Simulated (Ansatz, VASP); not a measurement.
**One calculation of Ca, two programs**

```xyz
1
Lattice="-2.1094 2.1094 2.1094 2.1094 -2.1094 2.1094 2.1094 2.1094 -2.1094" Properties=species:S:1:pos:R:3 pbc="T T T"
Ca    0.0000    0.0000    0.0000
```

Alike in both runs: functional LDA; k mesh 14 × 14 × 14; occupations gaussian, width 0.1 eV; no spin polarisation.

Ansatz relaxed the structure, and its values are those at the end. VASP's run is a single point on that final structure, the one shown.

|  | VASP | Ansatz |
| --- | --- | --- |
| version | VASP 6.6.1 | Ansatz 0.2.0 |
| potentials or method | VASP PAW LDA potentials, release 64 (Ca_sv) | scalar-relativistic, plane waves, PAW |
| plane-wave cutoff (eV) | 520 | 420 |
| valence electrons in the cell | 10 | 10 |

|  | VASP | Ansatz | Ansatz less VASP |
| --- | --- | --- | --- |
| gap on the k mesh at the Fermi level (eV) | none | none | - |
| pressure (GPa) | 0.0 | 0.0 | 0.00 |

A gap of «none» marks a metal or a gap that the smearing closes.
